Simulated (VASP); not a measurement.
Crystal: Ag.

```
CELL_PARAMETERS angstrom
2.20906 -3.74395 0.00000
2.20906 3.74395 0.00000
0.00000 0.00000 4.42400
ATOMIC_POSITIONS crystal
Ag 0.15250 0.84750 0.07850
Ag 0.65250 0.34750 0.42150
Ag 0.84750 0.15250 0.92150
Ag 0.34750 0.65250 0.57850
```

The cell was built by a generator and needn't be a form met in nature.

| Property | Result |
| --- | --- |
| Program | VASP 6.6.1 |
| Task | relaxation of cell and atoms |
| Functional | PBEsol |
| Potentials or basis | VASP PAW PBE potentials, release 64 (Ag) |
| Cutoff | 600 eV |
| k mesh | 4 × 4 × 4 |
| Occupations | gaussian, width 0.1 eV |
| Spin | no spin polarisation |

At the start: pressure 13.9 GPa; volume 18.29 Å³/atom.

Question: Where does the relaxation end?

Answer: Over 47 steps the energy falls by 428.9 meV/atom and the volume is 18.05 Å³/atom (-1.3 %); space group Fmmm (No. 69, to 0.05 Å).

The path:
```
step  energy change (eV)  largest force (eV/Å)  pressure (GPa)  volume (Å³)
   1              0.0000                1.5351           13.92        73.18
   3             -0.5774                0.1108           -0.25        83.49
   5             -0.6001                0.1694           -0.06        83.35
   7             -0.6000                0.4377            1.71        82.02
   9             -0.6259                0.2175            0.06        83.27
  11             -0.6426                0.1436           -0.35        83.32
  13             -0.7455                0.1443            1.71        79.02
  15              1.3575                5.1631           42.05        62.01
  17             -0.9008                2.1416           13.78        67.29
  19             -1.0270                1.6397            9.36        69.48
  21             -1.0306                1.5270            8.52        70.02
  23             -1.0339                1.5485            8.66        69.92
  25             -1.0428                1.6324            9.17        69.52
  27             -1.0444                1.6856            9.47        69.27
  29             -1.0659                1.6396            9.25        69.33
  31             -1.1564                1.4421            8.25        69.60
  33             -1.4274                0.8333            4.75        70.67
  35             -1.6236                0.5458            0.48        72.66
  37             -1.6317                0.5407            0.18        72.83
  39             -1.6826                0.2997           -0.28        72.82
  41             -1.7112                0.0640           -0.13        72.49
  43             -1.7111                0.1127            0.90        71.66
  45             -1.7142                0.0545            0.09        72.21
  47             -1.7158                0.0118           -0.09        72.21
```

Final structure:
```yaml
crystal:
  lattice:
    - [1.82198, -4.82637, 0.00000]
    - [1.82198, 4.82637, 0.00000]
    - [0.00000, 0.00000, 4.10592]
  atoms:
    - { symbol: Ag, position: [0.13889, 0.86111, 0.00000] }
    - { symbol: Ag, position: [0.63889, 0.36111, 0.50000] }
    - { symbol: Ag, position: [0.86111, 0.13889, 0.00000] }
    - { symbol: Ag, position: [0.36111, 0.63889, 0.50000] }
```

Caveat: the k mesh is coarse (spacing up to 0.41 Å⁻¹), so the values aren't converged; the PAW data sets were made with another functional, which shifts forces and pressure a little.
